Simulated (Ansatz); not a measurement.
## How settings move the G0W0 gap of TlCl (Pm-3m)

TlCl (started from an entry of an open crystallographic database), relaxed with r2SCAN+rVV10; one-shot G0W0 in Ansatz without spin-orbit coupling. (Simulation; spin polarisation is off.)

```
Tl Cl
1.0
     3.79363    0.00000    0.00000
     0.00000    3.79363    0.00000
     0.00000    0.00000    3.79363
Tl Cl
1 1
Cartesian
  0.0000 0.0000 0.0000
  1.8968 1.8968 1.8968
```

Gaps are read over the mesh points alone. G0W0 here is at a finite number of bands, screening cutoff and k mesh, not at the basis limit.
```json
{"start": "PBE", "potentials": "PAW", "frequency model": "contour deformation", "mesh": "4×4×4", "empty bands": "88", "screening cutoff (eV)": "80", "Kohn-Sham gap (eV)": "1.99", "G0W0 gap (eV)": "2.89", "rough cost": "11 core-seconds"}
{"start": "PBE", "potentials": "PAW", "frequency model": "contour deformation", "mesh": "4×4×4", "empty bands": "205", "screening cutoff (eV)": "140", "Kohn-Sham gap (eV)": "1.99", "G0W0 gap (eV)": "3.06", "rough cost": "40 core-seconds"}
{"start": "PBE", "potentials": "PAW", "frequency model": "contour deformation", "mesh": "4×4×4", "empty bands": "377", "screening cutoff (eV)": "210", "Kohn-Sham gap (eV)": "1.99", "G0W0 gap (eV)": "3.15", "rough cost": "2.6 core-minutes"}
{"start": "HSE06", "potentials": "PAW", "frequency model": "contour deformation", "mesh": "4×4×4", "empty bands": "205", "screening cutoff (eV)": "140", "Kohn-Sham gap (eV)": "2.74", "G0W0 gap (eV)": "3.51", "rough cost": "2.3 core-minutes"}
{"start": "LDA", "potentials": "PAW", "frequency model": "contour deformation", "mesh": "4×4×4", "empty bands": "205", "screening cutoff (eV)": "140", "Kohn-Sham gap (eV)": "1.78", "G0W0 gap (eV)": "3.00", "rough cost": "50 core-seconds"}
{"start": "r2SCAN", "potentials": "PAW", "frequency model": "contour deformation", "mesh": "4×4×4", "empty bands": "205", "screening cutoff (eV)": "140", "Kohn-Sham gap (eV)": "2.41", "G0W0 gap (eV)": "3.37", "rough cost": "50 core-seconds"}
{"start": "PBE", "potentials": "PAW", "frequency model": "Godby-Needs pole", "mesh": "4×4×4", "empty bands": "205", "screening cutoff (eV)": "140", "Kohn-Sham gap (eV)": "1.99", "G0W0 gap (eV)": "3.04", "rough cost": "50 core-seconds"}
{"start": "PBE", "potentials": "PAW", "frequency model": "contour deformation", "mesh": "6×6×6", "empty bands": "88", "screening cutoff (eV)": "80", "Kohn-Sham gap (eV)": "1.99", "G0W0 gap (eV)": "2.93", "rough cost": "50 core-seconds"}
{"start": "PBE", "potentials": "norm-conserving", "frequency model": "contour deformation", "mesh": "4×4×4", "empty bands": "205", "screening cutoff (eV)": "140", "Kohn-Sham gap (eV)": "2.00", "G0W0 gap (eV)": "3.04", "rough cost": "70 core-seconds"}
```

Over the mesh points the PBE gap of 1.99 eV becomes a quasiparticle gap of 3.15 eV (direct at X), a change of +1.16 eV. Renormalisation factors Z lie between 0.71 and 0.81.

Raising bands and cutoff together moves the gap by +0.17 eV (80 to 140 eV), then +0.09 eV (140 to 210 eV); the last step is still large, so the basis limit isn't reached. Starting from HSE06 (2.74 eV against PBE's 1.99 eV) gives 3.51 eV, +0.45 eV from G0W0@PBE at the same screening cutoff. Starting from LDA (1.78 eV against PBE's 1.99 eV) gives 3.00 eV, -0.06 eV from G0W0@PBE at the same screening cutoff. Starting from r2SCAN (2.41 eV against PBE's 1.99 eV) gives 3.37 eV, +0.31 eV from G0W0@PBE at the same screening cutoff. The Godby-Needs plasmon pole differs from contour deformation by -0.02 eV. A 6×6×6 mesh in place of 4×4×4 changes the opening over PBE by +0.04 eV (the gap on the mesh by +0.04 eV). Norm-conserving potentials (wave cutoff 820 eV against 420 eV) shift the quasiparticle gap by -0.02 eV and the PBE gap by +0.01 eV. r2SCAN runs take a wave cutoff of 500 eV.

With a shallow d shell on the cation, G0W0 converges slowly in bands and cutoff, so these values are in doubt.
